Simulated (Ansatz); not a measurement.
KI (Pm-3m) from a database structure, relaxed with r2SCAN in the PAW code Ansatz: it is cubic, Pm-3m (No. 221); a = 4.291 Å in the conventional setting, 39.51 Å³ an atom. K is surrounded by 8 I at 3.72 Å; I is surrounded by 8 K at 3.72 Å. The cell was then strained (x, y and z are the cube axes), with the atoms relaxed again; stress is positive in compression. Calculated for a static, non-magnetic cell.

- Uniaxial +1.52 % along x, other directions held: r2SCAN's stress changes by -0.53 GPa along the strain and -0.05 GPa across it.
- Isotropic +1.87 % on every length: the pressure changes by -0.71 GPa, and the HSE06 gap (M → Γ) goes from 4.310 to 4.166 eV.

**Estimate C₁₁, C₁₂ and the bulk modulus from the uniaxial step.** With compression positive, C₁₁ ≈ −Δσ∥/ε = (+0.53)/(+0.0152) = 35 GPa and C₁₂ ≈ (+0.05)/(+0.0152) = 3 GPa; B = (C₁₁ + 2C₁₂)/3 = 14 GPa. A one-sided step carries third-order terms: it reads low by some per cent.

**What bulk modulus does the isotropic step give?** Δ ln V = 3 ln(1.0187) = +0.0556, so B ≈ −ΔP/Δ ln V = 13 GPa, against 14 GPa from C₁₁ and C₁₂; one-sided steps of finite size carry third-order terms.

**Give the volume deformation potential of that gap and its pressure coefficient.** a_V = ΔE_g/Δ ln V = (-0.144)/(+0.0556) = -2.59 eV; dE_g/dP = −a_V/B = +203 meV/GPa, with HSE06's gap and r2SCAN's modulus.

No spin-orbit coupling is included; it can move band edges with weight on the heavy atoms by tenths of an eV.

The meshes of the hybrids are coarse, so their gaps aren't converged to the digits shown.
